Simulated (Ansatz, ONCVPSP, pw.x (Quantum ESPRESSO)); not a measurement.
**Equation-of-state test of one ONCV potential (gallium (Ga))**

```json
{"Element": "gallium", "Generator": "ONCVPSP 4.0.1.1 (patched build)", "Type": "optimised norm-conserving Vanderbilt (ONCV)", "Functional": "PBE", "Relativity": "scalar-relativistic", "Frozen core": "[Ar] 3d10", "Valence charge": "3", "Reference configuration": "4s1 (charge +2)", "Partial waves": "4s: rc 1.95 bohr, ncon 3, nbas 8, qcut 3.7 1/bohr, 2 projectors, debl 1 Ha; p scattering state at 0.33 Ha: rc 1.65 bohr, ncon 4, nbas 8, qcut 5.6 1/bohr, 1 projector", "Local potential": "polynomial inside 1.25 bohr (lpopt 1, dvloc0 0 Ha)", "Core correction": "polynomial model core, fcfact 0.45"}
```

In the p channel the program set the typed energies aside and used 0.050 Ha.

Atomic tests: cutoffs needed: 6.6 Ha and 33 Ha (the cutoffs (Ha) at which the residual kinetic energy of the hardest occupied pseudo-wave falls to 1 and 0.1 mHa per electron); ghost test: no bound ghost flagged; GHOST(+) flagged for s at 64.0 eV; largest excitation error: +283 meV (all-electron minus pseudo) for 4s0 4p3, out of 4 test configurations.

Crystal test: diamond Ga in pw.x 7.5, no spin, 8³ k-points, Fermi–Dirac smearing 0.01 Ry, cutoffs 80/320 Ry. The reference is all-electron LAPW (Ansatz 0.2.0) with the same functional, mesh and smearing; V0 and B0 come from Birch–Murnaghan fits to the pressures at five volumes. Errors are pseudo minus all-electron; Δ is the rms difference of the E(V) curves that follow from these fits, minima aligned, over ±6 % about the mean V0. Mesh and smearing are coarse, so the numbers serve the comparison and aren't converged zero-temperature values; the lattice is a test structure that the element need not adopt.

All-electron: a0 = 5.883 Å (V0 = 25.45 Å³/atom), B0 = 36.2 GPa.

Task: How far does the potential miss the all-electron equation of state?

Result: mean pressure error (GPa): -5.68. The pressure does not cross zero within the volumes sampled, so no fit is given. This is a poor potential for the solid.

```tsv
V (Å³/atom)	P all-electron (GPa)	P pseudo (GPa)
24.145	2.17	-4.30
24.781	1.03	-5.00
25.416	0.05	-5.59
26.051	-0.80	-6.09
26.687	-1.53	-6.50
```

Task: At the middle volume, how do free energy and pressure move when the wave cutoff is lowered (ecutrho kept at four times it)?

Result:

| cutoff (Ry) | shift of F (meV/atom) | shift of P (GPa) |
| --- | --- | --- |
| 36 | +4.0 | -0.03 |
| 48 | +2.1 | +0.01 |
| 64 | +0.6 | -0.02 |

The run at the middle volume (29 k-points, 15 iterations) took about 50 s on one core of a shared host (Neoverse-N1, 64 threads, 124 GiB, load 59).
